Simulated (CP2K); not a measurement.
# Mg under changes of volume

One of the cells (22.547 Å³/atom); the others are scaled copies at fixed shape and fractional positions:

```xyz
4
Lattice="3.1768 0.0000 0.0000 -1.5884 2.7512 0.0000 0.0000 0.0000 10.3189" Properties=species:S:1:pos:R:3 pbc="T T T"
Mg    1.5884    0.9171    7.7391
Mg    0.0000    0.0000    5.1594
Mg    0.0000    1.8341    2.5797
Mg    0.0000    0.0000    0.0000
```

* Program: CP2K 2026.2
* Functional: PBEsol
* Potentials or basis: POTENTIAL_UZH Mg GTH-PBE-q10; TZVP-MOLOPT-PBE-GTH basis
* Density cutoff: 19048 eV
* k mesh: 10 × 10 × 3
* Occupations: fermi-dirac, width 0.05 eV
* Spin: no spin polarisation

```csv
volume (Å³/atom),energy over the lowest point (meV/atom),pressure (GPa)
21.194,24.03,3.9
21.645,14.26,2.9
22.096,7.18,2.0
22.547,2.49,1.2
22.998,0.00,0.5
23.449,0.03,-0.2
23.900,?,?
```

Q: What does the run at 23.900 Å³/atom give?

A: Energy over the lowest point 1.34 meV/atom; pressure -0.8 GPa.

Worked out: A Birch-Murnaghan fit of order 3 (a polynomial in V^(-2/3)) to the other rows has its minimum at 23.24 Å³/atom with B0 = V·E''(V) = 41 GPa (rough, since the energies scatter) at fixed shape and positions, which overstates the stiffness. It gives 2.11 meV/atom at 23.900 Å³/atom, against the run's 1.34, and -dE/dV = -1.1 GPa, against -0.8.

Energies are extrapolated to zero smearing.

Caveats: the potentials were made for another functional, which shifts forces and pressure; the basis of atomic orbitals isn't converged, which shifts pressures, moduli and gaps.
